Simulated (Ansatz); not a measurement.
# SnTe: the cost of one run

Method: DFT LDA, scalar-relativistic, plane waves, PAW, in Ansatz 0.2.0.

1 further run of the same task is left out (set aside as unsound or not needed).

## Step 1: Starting point

It takes space group Fm-3m (No. 225, cubic). Conventional cell: a = 6.313 Å, b = 6.313 Å, c = 6.313 Å, α = 90.00°, β = 90.00°, γ = 90.00°. Around Sn (site symmetry m-3m) lie 6 Te at 3.16 Å. Around Te (site symmetry m-3m) lie 6 Sn at 3.16 Å.

As a file:

```
CELL_PARAMETERS angstrom
0.00000 3.15650 3.15650
3.15650 0.00000 3.15650
3.15650 3.15650 0.00000
ATOMIC_POSITIONS crystal
Sn 0.00000 0.00000 0.00000
Te 0.50000 0.50000 0.50000
```

Source of the structure: the Crystallography Open Database.

## Step 7: The grid

The energy is mapped over two normal modes frozen in (zone-centre modes of the cell shown).

First coordinate, amplitude of mode 4 (22 cm⁻¹), largest displacement: 7 values from −0.170 Å. Second coordinate, amplitude of mode 6 (22 cm⁻¹), largest displacement: 7 values from −0.170 Å.

Nothing else is relaxed (the cell and all other modes fixed). Energies count from the relaxed high-symmetry cell. Points are written as (first, second).

Displacement patterns for an amplitude of 1 (Å):

```tsv
atom	x1	y1	z1	x2	y2	z2
Sn1	1.000	0.000	0.000	0.000	0.000	1.000
Te2	-0.930	0.000	0.000	0.000	0.000	-0.930
```

(The set-up runs are not shown.)

## Step 8: Grid point (−0.057 Å, −0.057 Å)

input.yaml

```yaml
crystal:
  lattice:
    - [0.0, 3.1185587808, 3.1185587808]
    - [3.1185587808, 0.0, 3.1185587808]
    - [3.1185587808, 3.1185587808, 0.0]
  atoms:
    - { symbol: Sn, position: [0.0, -0.0181814755, 0.0] }
    - { symbol: Te, position: [0.5, 0.5169147567, 0.5] }
basis:
  ecutwfc: 420
kpoints:
  mp_grid: { grid: [10, 10, 10] }
hamiltonian:
  xc: lda
  pseudopotentials: { kind: paw }
scf:
  occupations: { method: gaussian, width: 0.03 }
output:
  forces: true
  stress: true
  eigenvalues: true
```

Launch:

```sh
ansatz run input.yaml --threads 1 --pin off --max-ram 2048MiB --backend cpu --events-out ev --progress --plain --runs-dir out
```

Q: Estimate wall time and peak memory on 1 thread of Arm Neoverse N1, shared host.

About 31 s, with a peak of 0.47 GiB.
